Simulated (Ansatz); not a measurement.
BaTe in the h-MgO structure, relaxed with r2SCAN in Ansatz. Space group P6_3/mmc (No. 194), hexagonal; conventional cell a = 5.974 Å, c = 7.002 Å, 54.10 Å³ an atom. Ba is surrounded by 5 Te at 3.45–3.50 Å; Te is surrounded by 5 Ba at 3.45–3.50 Å.

The axes x, y and z are those of this cell:
```
Ba Te
1.0
     5.97384    0.00000    0.00000
    -2.98692    5.17349    0.00000
     0.00000    0.00000    7.00217
Ba Te
2 2
Direct
  0.33333 0.66667 0.25000
  0.66667 0.33333 0.75000
  0.66667 0.33333 0.25000
  0.33333 0.66667 0.75000
```

Unstrained: PBE gives an indirect gap of 1.961 eV, from Γ to K; the least direct gap is 2.214 eV at K. The r2SCAN gap is indirect, 2.308 eV (Γ to K), below the direct gap of 2.568 eV at K. Meshes: PBE 6×6×4, r2SCAN 6×6×4. Strains are changes of length per length. After each strain the atoms were relaxed again with r2SCAN within the symmetry that the strain leaves, so tilts or polar shifts that break it weren't tested; points keep the names that they have in the unstrained zone. Simulation only: spin-unpolarised, and no claim that this is the phase found in nature.

**Question.** Apply uniaxial +5.85 % along x, other directions held. How far does the gap move, against the unstrained cell?

**Answer.** PBE: the gap goes from 1.961 to 2.013 eV (+0.052 eV); the edges go from Γ → K to Γ → (0.307, 0.344, 0). r2SCAN: the gap goes from 2.308 to 2.363 eV (+0.055 eV); the edges go from Γ → K to Γ → (0.307, 0.344, 0). The r2SCAN energy rises by 16.7 meV an atom.

Spin-orbit coupling is left out, which matters wherever the heavy atoms make up the band edges.

Where an edge lies off the special points, it is a point of the mesh or the k point where a search put PBE's edge or least direct gap, reused for the other functionals, whose own edges may lie a little apart.

Coordinates of k points refer to the reciprocal vectors of the primitive cell of the runs.
